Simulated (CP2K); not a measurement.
The system is TiO.

```
Ti O
1.0
     2.70834    0.00000    0.00000
     0.00000    2.70834    0.00000
     0.00000    0.00000    2.70834
Ti O
1 1
Direct
  0.00000 0.00000 0.00000
  0.50000 0.50000 0.50000
```

The cell comes from a database or a generator and needn't be the stable form of this composition.

```yaml
Program: CP2K 2026.2
Task: relaxation of cell and atoms
Functional: PBEsol
Potentials_or_basis: POTENTIAL_UZH Ti GTH-PBE-q12, O GTH-PBE-q6; DZVP-MOLOPT-PBE-GTH basis
Density_cutoff: 8163 eV
k_mesh: 8 × 8 × 8
Occupations: fermi-dirac, width 0.05 eV
Spin: no spin polarisation
```

At the start: pressure -20.1 GPa; volume 9.93 Å³/atom.

How do energy, volume and symmetry change on relaxing?

Over 6 steps the energy falls by 66.8 meV/atom and the volume is 8.96 Å³/atom (-9.8 %); space group Pm-3m (No. 221, to 0.05 Å).

Step by step:
```tsv
step	energy change (eV)	largest force (eV/Å)	volume (Å³)
1	0.0000	0.0003	19.87
2	-0.0249	0.0003	19.66
3	-0.1286	0.0000	17.58
4	-0.1335	0.0001	17.98
5	-0.1337	0.0000	17.92
6	-0.1337	0.0000	17.92
```

Final structure:
```xyz
2
Lattice="2.6169 0.0000 0.0000 0.0000 2.6169 0.0000 0.0000 0.0000 2.6169" Properties=species:S:1:pos:R:3 pbc="T T T"
Ti    0.0000    0.0000    0.0000
O     1.3085    1.3085    1.3085
```

Caveat: the potentials were made for another functional, which shifts forces and pressure; the basis of atomic orbitals isn't converged, which shifts pressures, moduli and gaps.
